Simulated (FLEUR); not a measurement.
## C: equation of state with PBEsol

**Measured values to compare with.**

From “Equation of state of cubic boron nitride at high pressures and temperatures”, 2007, arxiv:cond-mat/0702656, for a bulk crystal of C: bulk modulus 442 ± 5 GPa.

The system is C.

```
CELL_PARAMETERS angstrom
0.00000 1.78337 1.78337
1.78337 0.00000 1.78337
1.78337 1.78337 0.00000
ATOMIC_POSITIONS crystal
C 0.75000 0.75000 0.75000
C 0.50000 0.50000 0.50000
```

This isn't the form of C at room conditions, which is graphite.

```
Program                  : FLEUR MaX-R8.1 (later development tree)
Task                     : equation of state
Functional               : PBEsol
Potentials or basis      : all-electron
Basis                    : FLAPW
Kmax                     : 5.5 1/bohr
k mesh                   : 13 × 13 × 13
Occupations              : fermi-dirac, width 0.05 eV
Spin                     : no spin polarisation
Gmax                     : 17 1/bohr
Muffin-tin radii         : C 1.31 bohr
lmax                     : C 8
lnonsphr                 : C 8
Local orbitals a species : C 3
```

```json
{
 "Equilibrium volume": "5.61 Å³/atom",
 "Bulk modulus": "450 GPa",
 "Pressure derivative of the bulk modulus": "3.7"
}
```

Energy against volume, from the lowest point:
```tsv
volume (Å³/atom)	energy (meV/atom)
5.332	20.54
5.445	6.57
5.558	0.00
5.672	0.22
5.785	6.54
5.899	18.41
6.012	35.41
```

Measured bulk modulus of C: 442 GPa (quoted in “Equation of state of cubic boron nitride at high pressures and temperatures”, 2007, arxiv:cond-mat/0702656). This calculation gives 450 GPa (+1.9 %). 3 values of this kind are on record (442 to 444.8 GPa); this one was drawn at random among those near their median, those with a stated uncertainty first. The fit is for a static lattice scaled at fixed shape and fixed fractional positions. The cell as given is a measured one (5.67 Å³/atom); PBEsol puts the equilibrium volume -1.1 % from it, thermal expansion not counted.
